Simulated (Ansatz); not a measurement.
HfO2 on the sites of the anatase structure (relaxed group I4_1/amd) at its r2SCAN geometry, run in Ansatz at 4 levels of theory. The calculation is non-magnetic, and the structure need not be a phase that has been made.

The PBE+SOC input:
```yaml
crystal:
  lattice:
    - [-1.9964675698, 1.9964675698, 5.2724887891]
    - [1.9964675698, -1.9964675698, 5.2724887891]
    - [1.9964675698, 1.9964675698, -5.2724887891]
  atoms:
    - { symbol: Hf, position: [0.0, 0.0, 0.0] }
    - { symbol: Hf, position: [0.75, 0.25, 0.5] }
    - { symbol: O, position: [0.9521122371, 0.4521122371, 0.5] }
    - { symbol: O, position: [0.2021122371, 0.2021122371, 0.0] }
    - { symbol: O, position: [0.5478877629, 0.0478877629, 0.5] }
    - { symbol: O, position: [0.7978877629, 0.7978877629, 0.0] }
kpoints:
  mp_grid: { grid: [10, 10, 10] }
  band_path:
    path:
      - [0.0, 0.0, 0.0]
      - [0.0, 0.0, 0.5]
      - [0.25, 0.25, 0.25]
      - [0.0, 0.5, 0.0]
      - [0.5, 0.5, -0.5]
      - [0.2858453808, 0.7141546192, -0.2858453808]
      - [-0.2858453808, 0.2858453808, 0.2858453808]
      - [-0.0716907617, 0.0716907617, 0.5]
      - [0.5, 0.5, -0.0716907617]
      - [0.15, 0.15, -0.15]
    npoints: 1
hamiltonian:
  xc: pbe
scf:
  occupations: { method: fixed }
  n_extra_bands: 10
magnetization:
  noncollinear: true
  spin_orbit: true
output:
  forces: true
  stress: true
  eigenvalues: true
  write_density: true
  write_potential: true
  elf: true
  volumetric_format: npy
```

Main results, then, where recorded, the levels near the gap in eV from the Fermi energy (columns number the bands from 0), one row a point of the path (Γ, X, P, N, M, S, S₀, R, G, Γ–M (0.30)):
```
Crystal: 6 atoms, lattice volume = 84.062 Å³
Symmetry: 16 space group operations + 16 with time reversal
Magnetic group: BNS 141.552 (UNI 1212)
```
```
Basis set: ecut = 420 eV, 1621 PW (Γ)
Bands: 86, of which v1, the nominal top of the filled ones, is band 76 counted from 1 (75 counted from 0)
k-points: 102 of 1000
Free energy (F): -33760.603390 eV
Fermi energy:    9.999569 eV
--- Forces (eV/Å), atoms counted from 1 ---
  atom   1  Hf      0.00000      0.00000      0.00000
  atom   2  Hf      0.00000      0.00000      0.00000
  atom   3  O       0.00000      0.00000      0.06532
  atom   4  O       0.00000      0.00000      0.06532
  atom   5  O       0.00000      0.00000    -0.06532
  atom   6  O       0.00000      0.00000    -0.06532
--- Stress (GPa, compression-positive) ---
        3.950351       0.000000       0.000000
        0.000000       3.950351       0.000000
        0.000000       0.000000       4.340205
  P = ⅓ Tr σ = 4.0803 GPa (40.803 kbar)
```
```tsv
band_66	band_67	band_68	band_69	band_70	band_71	band_72	band_73	band_74	band_75	band_76	band_77	band_78	band_79	band_80	band_81
-0.743	-0.743	-0.519	-0.519	-0.306	-0.306	-0.303	-0.303	-0.261	-0.261	4.458	4.458	5.485	5.485	5.752	5.752
-2.138	-2.138	-1.431	-1.431	-1.431	-1.431	-0.092	-0.092	-0.092	-0.092	5.952	5.952	5.952	5.952	6.222	6.222
-2.291	-2.291	-1.122	-1.122	-1.066	-1.066	-0.262	-0.262	-0.262	-0.262	5.856	5.856	6.002	6.002	6.147	6.147
-1.513	-1.513	-1.417	-1.417	-0.660	-0.660	-0.580	-0.580	-0.342	-0.342	5.887	5.887	6.026	6.026	6.519	6.519
-1.182	-1.182	-0.712	-0.712	-0.712	-0.712	0.000	0.000	0.000	0.000	5.047	5.047	5.047	5.047	6.797	6.797
-1.486	-1.486	-1.003	-1.003	-0.690	-0.690	-0.616	-0.616	-0.338	-0.338	5.805	5.805	5.921	5.921	6.659	6.659
-1.486	-1.486	-1.003	-1.003	-0.690	-0.690	-0.616	-0.616	-0.338	-0.338	5.805	5.805	5.921	5.921	6.659	6.659
-2.199	-2.199	-1.341	-1.341	-1.258	-1.258	-0.110	-0.110	-0.108	-0.108	5.863	5.863	5.892	5.892	6.225	6.225
-2.199	-2.199	-1.341	-1.341	-1.258	-1.258	-0.110	-0.110	-0.108	-0.108	5.863	5.863	5.892	5.892	6.225	6.225
-0.847	-0.847	-0.609	-0.609	-0.438	-0.438	-0.216	-0.216	-0.139	-0.139	4.518	4.518	5.668	5.668	5.771	5.771
```

With PBE+SOC the valence top lies at M and the conduction bottom at Γ, 4.46 eV higher; the smallest vertical gap, at Γ–M (0.30 of the way from Γ), is 4.66 eV.

Q: Another run on the same cell gave
```
Basis set: ecut = 500 eV, 2131 PW (Γ)
Bands: 43, of which v1, the nominal top of the filled ones, is band 38 counted from 1 (37 counted from 0)
k-points: 102 of 1000
Free energy (F): -33752.666415 eV
Fermi energy:    9.570985 eV
--- Forces (eV/Å), atoms counted from 1 ---
  atom   1  Hf      0.00000      0.00000      0.00000
  atom   2  Hf      0.00000      0.00000      0.00000
  atom   3  O       0.00000      0.00000    -0.00007
  atom   4  O       0.00000      0.00000    -0.00007
  atom   5  O       0.00000      0.00000      0.00007
  atom   6  O       0.00000      0.00000      0.00007
--- Stress (GPa, compression-positive) ---
       -0.029633       0.000000       0.000000
        0.000000      -0.029633       0.000000
        0.000000       0.000000      -0.013999
  P = ⅓ Tr σ = -0.0244 GPa (-0.244 kbar)
```
```tsv
band_33	band_34	band_35	band_36	band_37	band_38	band_39	band_40
-0.709	-0.419	-0.419	-0.306	-0.306	5.024	6.003	6.346
-2.160	-1.439	-1.439	-0.085	-0.085	6.546	6.546	6.730
-2.351	-1.104	-1.104	-0.247	-0.247	6.485	6.485	6.765
-1.480	-1.474	-0.669	-0.558	-0.375	6.449	6.580	7.149
-1.201	-0.747	-0.747	0.000	0.000	5.626	5.626	7.410
-1.475	-1.005	-0.697	-0.627	-0.354	6.398	6.456	7.272
-1.475	-1.005	-0.697	-0.627	-0.354	6.398	6.456	7.272
-2.267	-1.305	-1.305	-0.103	-0.103	6.456	6.456	6.804
-2.267	-1.305	-1.305	-0.103	-0.103	6.456	6.456	6.804
-0.826	-0.539	-0.539	-0.188	-0.188	5.085	6.260	6.290
```
Which level of theory and mesh gave it?

A: It is r2SCAN, on 10×10×10; the blocks that differ from the first input, but for the band path:
```yaml
hamiltonian:
  xc: r2scan
scf:
  occupations: { method: fixed }
  n_extra_bands: 5
```
(magnetization left out)
The r2SCAN gap is indirect, 5.02 eV (M to Γ), below the direct gap of 5.27 eV at Γ–M (0.30 of the way from Γ). The mean stress is close to zero (-0.02 GPa).

Q: Another run on the same cell gave
```
Basis set: ecut = 420 eV, 1621 PW (Γ)
Bands: 43, of which v1, the nominal top of the filled ones, is band 38 counted from 1 (37 counted from 0)
k-points: 30 of 216
hybrid outer 1: dexx = +4.253e-2 eV, tail = 2.05e-3 eV
hybrid outer 2: dexx = +4.401e-6 eV, tail = 2.97e-7 eV, Δε = 9.56e-3 eV, ΔF = 1.80e-3 eV/Å
hybrid outer 3: dexx = +5.552e-9 eV, tail = 3.19e-9 eV, Δε = 1.28e-4 eV, ΔF = 6.58e-5 eV/Å
Free energy (F): -33723.660002 eV
Fermi energy:    8.878520 eV
--- Forces (eV/Å), atoms counted from 1 ---
  atom   1  Hf      0.00000      0.00000      0.00000
  atom   2  Hf      0.00000      0.00000      0.00000
  atom   3  O       0.00000      0.00000    -0.06891
  atom   4  O       0.00000      0.00000    -0.06891
  atom   5  O       0.00000      0.00000      0.06891
  atom   6  O       0.00000      0.00000      0.06891
--- Stress (GPa, compression-positive) ---
        0.305750       0.000000       0.000000
        0.000000       0.305750       0.000000
        0.000000       0.000000       0.009337
  P = ⅓ Tr σ = 0.2069 GPa (2.069 kbar)
```
```tsv
band_33	band_34	band_35	band_36	band_37	band_38	band_39	band_40
-0.747	-0.445	-0.445	-0.324	-0.324	6.126	7.035	7.566
-2.280	-1.507	-1.507	-0.090	-0.090	7.761	7.761	7.941
-2.477	-1.168	-1.168	-0.251	-0.251	7.673	7.673	7.998
-1.558	-1.555	-0.703	-0.601	-0.400	7.642	7.769	8.370
-1.272	-0.794	-0.794	0.000	0.000	6.777	6.777	8.623
-1.546	-1.068	-0.741	-0.660	-0.378	7.561	7.643	8.562
-1.546	-1.068	-0.741	-0.660	-0.378	7.561	7.643	8.562
-2.395	-1.367	-1.367	-0.109	-0.109	7.654	7.654	8.030
-2.395	-1.367	-1.367	-0.109	-0.109	7.654	7.654	8.030
-0.865	-0.573	-0.573	-0.200	-0.200	6.192	7.326	7.471
```
Which level of theory and mesh gave it?

A: It is HSE06, judged by the exchange loop and the size of the gap (a near hybrid could fit too), on 6×6×6; the blocks that differ from the first input, but for the band path:
```yaml
kpoints:
  mp_grid: { grid: [6, 6, 6] }
hamiltonian:
  xc: hse06
scf:
  occupations: { method: fixed }
  n_extra_bands: 5
```
(magnetization left out)
The HSE06 gap is indirect, 6.13 eV (M to Γ), below the direct gap of 6.39 eV at Γ–M (0.33 of the way from Γ). The mean stress, +0.2 GPa, is small, and the program warns that its thresholds are loose for a hybrid's stress.

PBE0. Against the first input these blocks differ (the band path and keys that only write files left aside):
```yaml
kpoints:
  mp_grid: { grid: [6, 6, 6] }
hamiltonian:
  xc: pbe0
scf:
  occupations: { method: fixed }
  n_extra_bands: 5
```
(magnetization left out)

```
Basis set: ecut = 420 eV, 1621 PW (Γ)
Bands: 43, of which v1, the nominal top of the filled ones, is band 38 counted from 1 (37 counted from 0)
k-points: 30 of 216
Exchange kernel: α = 0.2500, full range, Wigner–Seitz truncation, v(0) = 23544.4845 eV·Å³, q-mesh 6×6×6
hybrid outer 1: dexx = +5.391e-2 eV, tail = 2.20e-3 eV
hybrid outer 2: dexx = +5.456e-6 eV, tail = 5.42e-7 eV, Δε = 1.04e-2 eV, ΔF = 2.18e-3 eV/Å
hybrid outer 3: dexx = +6.351e-9 eV, tail = 3.51e-9 eV, Δε = 1.35e-4 eV, ΔF = 4.90e-5 eV/Å
Free energy (F): -33719.395958 eV
Fermi energy:    8.488752 eV
--- Forces (eV/Å), atoms counted from 1 ---
  atom   1  Hf      0.00000      0.00000      0.00000
  atom   2  Hf      0.00000      0.00000      0.00000
  atom   3  O       0.00000      0.00000    -0.06517
  atom   4  O       0.00000      0.00000    -0.06517
  atom   5  O       0.00000      0.00000      0.06517
  atom   6  O       0.00000      0.00000      0.06517
--- Stress (GPa, compression-positive) ---
        0.367700       0.000000       0.000000
        0.000000       0.367700       0.000000
        0.000000       0.000000       0.086958
  P = ⅓ Tr σ = 0.2741 GPa (2.741 kbar)
```
```tsv
band_33	band_34	band_35	band_36	band_37	band_38	band_39	band_40
-0.751	-0.449	-0.449	-0.327	-0.327	6.881	7.760	8.338
-2.298	-1.522	-1.522	-0.096	-0.096	8.531	8.531	8.714
-2.496	-1.177	-1.177	-0.261	-0.261	8.441	8.441	8.774
-1.573	-1.570	-0.715	-0.605	-0.404	8.411	8.538	9.147
-1.286	-0.801	-0.801	0.000	0.000	7.540	7.540	9.401
-1.565	-1.079	-0.747	-0.671	-0.382	8.329	8.414	9.340
-1.565	-1.079	-0.747	-0.671	-0.382	8.329	8.414	9.340
-2.414	-1.381	-1.381	-0.115	-0.115	8.425	8.425	8.803
-2.414	-1.381	-1.381	-0.115	-0.115	8.425	8.425	8.803
-0.873	-0.578	-0.578	-0.201	-0.201	6.948	8.054	8.242
```

PBE0 gives an indirect gap of 6.88 eV, from M to Γ; the least direct gap is 7.15 eV at Γ–M (0.33 of the way from Γ). The mean stress, +0.3 GPa, is small, and the program warns that its thresholds are loose for a hybrid's stress.

The hybrids run on coarser meshes, which limits their stresses and small splittings of levels.

Totals of different functionals, or with and without spin-orbit coupling, can't be compared.

Only the levels marked +SOC include spin-orbit coupling.
